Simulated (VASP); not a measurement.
**BiTe: single point with PBE**

Crystal: BiTe.

```xyz
2
Lattice="0.0000 3.2512 3.2512 3.2512 0.0000 3.2512 3.2512 3.2512 0.0000" Properties=species:S:1:pos:R:3 pbc="T T T"
Bi    0.1984    0.0000    0.0000
Te    2.9262    3.2512    3.2512
```

The cell isn't the ideal one: mode 4 frozen in at -0.325 Å and mode 5 at +0.000 Å (largest displacements).

```json
{
 "Program": "VASP 6.6.1",
 "Task": "single point",
 "Functional": "PBE",
 "Potentials or basis": "VASP PAW PBE potentials, release 64 (Bi_d, Te)",
 "Cutoff": "520 eV",
 "k mesh": "12 × 12 × 12",
 "Occupations": "gaussian, width 0.15 eV",
 "Spin": "no spin polarisation",
 "Dipole correction": "no",
 "Further INCAR settings": "ALGO = Fast; EDIFF = 1e-07; NBANDS = 18"
}
```

```yaml
Pressure: 5.0 GPa
Largest_force: 2.114 eV/Å
Band_gap_on_the_k_mesh: none (metal or under the smearing width)
```

Forces on the atoms (eV/Å):
```
Bi  -2.114  0.000  0.000
Te   2.114  0.000  0.000
```

Stress tensor (GPa, compression positive):
```
10.08  0.00  0.00
 0.00  2.47  0.00
 0.00  0.00  2.47
```

Levels at points of the mesh, in eV from the Fermi level:
```csv
k point,band 8,band 9,band 10,band 11,band 12,band 13
"(0.00, 0.00, 0.00)",-3.45,-2.51,-2.51,0.85,0.85,2.42
"(0.50, 0.00, 0.00)",-3.22,-2.40,-2.39,-0.61,-0.59,0.50
"(0.50, 0.50, 0.00)",-5.85,-4.36,-3.93,0.44,3.91,4.50
"(0.00, 0.50, 0.50)",-5.26,-4.27,-4.27,2.03,3.36,3.36
```

Wall time 2.1 min on 1 thread of Intel(R) Xeon(R) Platinum 8488C (Sapphire Rapids), with other jobs on the host, peak memory 0.35 GiB.

Caveat: spin-orbit coupling is left out, which moves the levels of the heavy elements; forces of over 1 eV/Å show positions far from the minimum, so gaps and moduli don't describe the material at rest.
